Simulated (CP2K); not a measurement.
Crystal: HfC.

```
CELL_PARAMETERS angstrom
3.28805 0.00000 0.00000
1.64402 2.84753 0.00000
1.64402 0.94918 2.68468
ATOMIC_POSITIONS crystal
Hf 0.50000 0.50000 0.50000
C 0.00000 0.00000 0.00000
```

Base run:

- Program: CP2K 2026.2
- Functional: rev-vdW-DF2
- Potentials or basis: POTENTIAL_UZH Hf GTH-PBE-q12, C GTH-PBE-q4; TZVP-MOLOPT-PBE-GTH basis
- Density cutoff: 9184 eV
- k mesh: 10 × 10 × 10
- Occupations: fermi-dirac, width 0.05 eV
- Spin: no spin polarisation

Its results: band gap on the k mesh none (metal or under the smearing width); pressure -3.1 GPa.

Task: The run is repeated on the same cell with these changes: functional from rev-vdW-DF2 to LDA. What comes out?

Result: Band gap on the k mesh none (metal or under the smearing width); pressure -9.1 GPa.

Caveats: the potentials were made for another functional, which shifts forces and pressure; spin-orbit coupling is left out, which moves the levels of the heavy elements; the basis of atomic orbitals isn't converged, which shifts pressures, moduli and gaps.
